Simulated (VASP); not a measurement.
Crystal: GaP.

```
Ga P
1.0
     0.00000    2.72525    2.72525
     2.72525    0.00000    2.72525
     2.72525    2.72525    0.00000
Ga P
1 1
Direct
  0.00000 0.00000 0.00000
  0.75000 0.75000 0.75000
```

```yaml
Program: VASP 6.6.1
Task: relaxation of cell and atoms
Functional: PBEsol
Dispersion: D4
Potentials_or_basis: VASP PAW PBE potentials, release 64 (Ga_d, P)
Cutoff: 600 eV
k_mesh: 8 × 8 × 8
Occupations: fermi-dirac, width 0.05 eV
Spin: no spin polarisation
```

At the start: pressure -2.4 GPa; volume 20.24 Å³/atom.

Q: How do energy, volume and symmetry change on relaxing?

A: Over 3 steps the energy falls by 4.3 meV/atom and the volume is 19.68 Å³/atom (-2.8 %); space group F-43m (No. 216, to 0.05 Å).

Step by step:
```tsv
step	energy change (eV)	largest force (eV/Å)	pressure (GPa)	volume (Å³)
1	0.0000	0.0000	-2.38	40.48
2	-0.0058	0.0000	1.45	38.74
3	-0.0086	0.0000	-0.04	39.36
```

Final structure:
```cif
data_structure
_symmetry_space_group_name_H-M 'P 1'
_symmetry_Int_Tables_number 1
_cell_length_a 3.8181
_cell_length_b 3.8181
_cell_length_c 3.8181
_cell_angle_alpha 60.000
_cell_angle_beta 60.000
_cell_angle_gamma 60.000
_cell_volume 39.36
loop_
_atom_site_label
_atom_site_type_symbol
_atom_site_fract_x
_atom_site_fract_y
_atom_site_fract_z
_atom_site_occupancy
Ga1 Ga 0.00000 0.00000 0.00000 1
P1 P 0.75000 0.75000 0.75000 1
```

Caveat: the PAW data sets were made with another functional, which shifts forces and pressure a little.
